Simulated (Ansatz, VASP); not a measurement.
## Ru: VASP beside Ansatz

```xyz
2
Lattice="2.7606 0.0000 0.0000 -1.3803 2.3907 0.0000 0.0000 0.0000 4.2949" Properties=species:S:1:pos:R:3 pbc="T T T"
Ru    0.0000    1.5938    1.0737
Ru    1.3803    0.7969    3.2212
```

Alike in both runs: task single point; functional PBEsol; k mesh 21 × 21 × 12; occupations gaussian, width 0.15 eV; no spin polarisation.

```csv
,VASP,Ansatz
version,VASP 6.6.1,Ansatz 0.2.0
potentials or method,"VASP PAW PBE potentials, release 64 (Ru_pv)","scalar-relativistic, plane waves, PAW"
plane-wave cutoff (eV),520,420
valence electrons in the cell,28,32
```

```tsv
	VASP	Ansatz	Ansatz less VASP
gap on the k mesh at the Fermi level (eV)	none	none	-
pressure (GPa)	-18.4	-18.3	+0.11
largest component of the traceless stress (GPa)	2.94	2.95	+0.005
```

A gap of «none» marks a metal or a gap that the smearing closes. The two sets of potentials don't hold the same shells in valence. Ansatz warned: «pseudo_functional_mismatch».

Caveats: so large a pressure means that the cell lies far from this level's equilibrium, or that cutoff or potentials fall short (VASP); the potentials were made for another functional, which shifts forces and pressure (VASP).
